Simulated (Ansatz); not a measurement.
# How far is this ZnO from the hull?

Theory: DFT PBE, scalar-relativistic, plane waves, PAW in Ansatz. All cells share a 420 eV cutoff and Γ-centred k meshes spaced at most about 0.3 Å⁻¹ (about 0.25 or finer for metals, 2π included). No spin polarisation.

Energies over the elements count from the elements' standard structures at the same level (O₂ as a molecule), with no fitted energy shifts.

Temperature and zero-point effects are left out. No dispersion correction is applied, so the spacing and binding between layers, chains or molecules are poorly described (Cmmm), and this can change margins and order among such cells.

The competitors are the elements and 2 reference phases of this chemical system (from databases or known types: Zn5O12, ZnO), relaxed at the same level; other known phases may be missing.

The candidate was reached from: VPt type (Pmma), changed on relaxing.

```cif
data_structure
_symmetry_space_group_name_H-M 'Cmmm'
_symmetry_Int_Tables_number 65
_cell_length_a 2.8665
_cell_length_b 7.0542
_cell_length_c 2.8385
_cell_angle_alpha 90.000
_cell_angle_beta 90.000
_cell_angle_gamma 90.000
_cell_volume 57.40
loop_
_atom_site_label
_atom_site_type_symbol
_atom_site_symmetry_multiplicity
_atom_site_Wyckoff_symbol
_atom_site_fract_x
_atom_site_fract_y
_atom_site_fract_z
_atom_site_occupancy
Zn1 Zn 2 a 0.00000 0.00000 0.00000 1
O1 O 2 c 0.50000 0.00000 0.50000 1
```

Question: Where does it stand against these competitors?

Answer: Not the lowest form: another structure of the same formula lies lower. Its formation energy is -1.053 eV/atom. The lowest competing phase at this composition is this:

| phase | space group | source | share of atoms | ΔE_f (eV/atom) |
| --- | --- | --- | --- | --- |
| ZnO | P6_3mc (No. 186) | COD | 1.0000 | -1.424 |

The candidate lies 0.37 eV/atom above this phase. The candidate matches no cell in the subsets of the Crystallography Open Database and the Materials Project at hand. A phase this far over the hull is unlikely to be made.
